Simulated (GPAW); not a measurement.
BAs and the effect of the volume of the cell

```xyz
2
Lattice="0.0000 2.3885 2.3885 2.3885 0.0000 2.3885 2.3885 2.3885 0.0000" Properties=species:S:1:pos:R:3 pbc="T T T"
As    3.5827    3.5827    3.5827
B     0.0000    0.0000    0.0000
```

Kept alike: task dielectric tensor; functional PBE; k mesh 8 × 8 × 8; occupations fermi-dirac, width 0.001 eV; no spin polarisation. Program: GPAW, GPAW PAW data sets (gpaw-data 1.2.1), cutoff 600 eV. The mesh is that of the run's cell of 2 atoms. No spin-orbit coupling.

```csv
"volume of cell, f (times the cell shown)",band gap (eV),free energy over the lowest row (meV/atom)
0.94,1.137,45.56
0.96,1.158,25.60
0.98,1.178,11.73
1,1.197,3.38
1.02,1.216,0.00
1.04,1.234,1.12
1.06,1.251,6.33
```

The cell shown is the unstrained one; x, y and z are its Cartesian axes; atoms keep their fractions. Spin-orbit coupling, left out here, moves the band edges of heavy atoms and can close or invert small gaps. A gap read on the mesh alone can miss an edge between its points.

**Question.** What does the volume of the cell change here?

**Answer.** The band gap rises from 1.137 to 1.251 eV between 0.94 and 1.06 times the cell shown. Measured: 2.02 eV at 300 K (arxiv:1911.04914). Semilocal gaps run low as a rule. The gap moves here only through the cell or the potentials. The free energy is lowest at 1.02, and 45.56 meV an atom higher at 0.94.

The gap of BAs widens steadily on expansion, the reverse of the usual behaviour of a direct gap at Γ in a zinc-blende semiconductor. This fits the known indirect gap, from a bonding, p-like valence top at Γ to a conduction valley near X. Compression strengthens the bonding overlap and broadens the valence band, but the X-like valley lacks the strong s-antibonding character that drives the Γ conduction state upwards. The valley therefore probably falls slightly relative to the valence top, much as in silicon.

The energy minimum lies near 1.02, so the cell shown is mildly compressed for PBE, in keeping with that functional's tendency to underbind. Moving to this volume raises the gap only from 1.197 to 1.216 eV, so the choice of volume cannot account for the distance from the measured 2.02 eV. Nor does the trend give the temperature dependence of the gap, since electron-phonon coupling can outweigh the widening from thermal expansion.
